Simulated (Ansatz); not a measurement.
All numbers below come from DFT PBE, scalar-relativistic, plane waves, PAW in Ansatz 0.2.0. Settings: cutoff 420 eV, Γ-centred meshes spaced at most about 0.3 Å⁻¹, and about 0.25 Å⁻¹ or finer for metals (2π included), Gaussian smearing. No spin polarisation.

Each guess is relaxed in cell and atoms at zero pressure, on a coarse mesh first where it starts far from rest and then on a converged one. The steps can't lower the symmetry of the start, but it can rise. Energies are static (0 K, no zero-point motion).

Two unrelaxed guesses for Mg5Te:

A.

```yaml
crystal:
  lattice:
    - [3.63036, -3.03722, 0.00000]
    - [3.63036, 3.03722, 0.00000]
    - [-3.59930, 0.00000, 6.56398]
  atoms:
    - { symbol: Mg, position: [0.50000, 0.50000, 0.00000] }
    - { symbol: Mg, position: [0.50000, 0.00000, 0.00000] }
    - { symbol: Mg, position: [0.00000, 0.50000, 0.00000] }
    - { symbol: Mg, position: [0.00000, 0.50000, 0.50000] }
    - { symbol: Mg, position: [0.50000, 0.00000, 0.50000] }
    - { symbol: Te, position: [0.50000, 0.50000, 0.50000] }
```

B.

```yaml
crystal:
  lattice:
    - [5.24328, 0.00000, 0.00000]
    - [-2.62164, 4.54081, 0.00000]
    - [0.00000, 0.00000, 5.70645]
  atoms:
    - { symbol: Mg, position: [0.33333, 0.66667, 0.00000] }
    - { symbol: Mg, position: [0.66667, 0.33333, 0.00000] }
    - { symbol: Mg, position: [0.33333, 0.66667, 0.50000] }
    - { symbol: Mg, position: [0.66667, 0.33333, 0.50000] }
    - { symbol: Mg, position: [0.00000, 0.00000, 0.50000] }
    - { symbol: Te, position: [0.00000, 0.00000, 0.00000] }
```

Task: Do they relax into the same structure? If not, which is lower?

Result: No. A ends lower, by 27 meV/atom. A: C2/m at 24.1 Å³/atom → I4/mmm at 28.1 Å³/atom; B: P6/mmm at 22.6 Å³/atom → P6/mmm at 26.9 Å³/atom. Counting Mg atoms around Te (those within 1.25 times the shortest such distance or 1.15 times the sum of covalent radii), the end of A and the end of B both have Te 8. End of A. Conventional cell: a = 6.026 Å, c = 9.278 Å. Mg on a site of symmetry 4/mmm is surrounded by 8 Mg at 3.15 Å; Mg on a site of symmetry 2/m is surrounded by 6 Mg at 3.01–3.15 Å and 2 Te at 3.15 Å; Te is surrounded by 8 Mg at 3.15 Å. End of B. Conventional cell: a = 5.404 Å, c = 6.373 Å. Mg on a site of symmetry -6m2 is surrounded by 5 Mg at 3.12–3.19 Å and 3 Te at 3.12 Å; Mg on a second site of symmetry -6m2 is surrounded by 8 Mg at 3.12–3.19 Å; Te is surrounded by 8 Mg at 3.12–3.19 Å; 1 more site not described.

Ends held by symmetry can be saddle points. Neither end is the lowest form computed: that has Mg and Te ordered on hcp sites, space group R32 (No. 155), is reached from a Materials Project cell and lies 153 meV/atom below the better end. Even the lowest of the cells shown lies +0.06 eV/atom against the elements. For metals, differences of a few meV/atom aren't resolved. Spin–orbit coupling, which can matter for Te, is left out. Some types were kept out of the candidates beforehand, so the set may lack a known form.
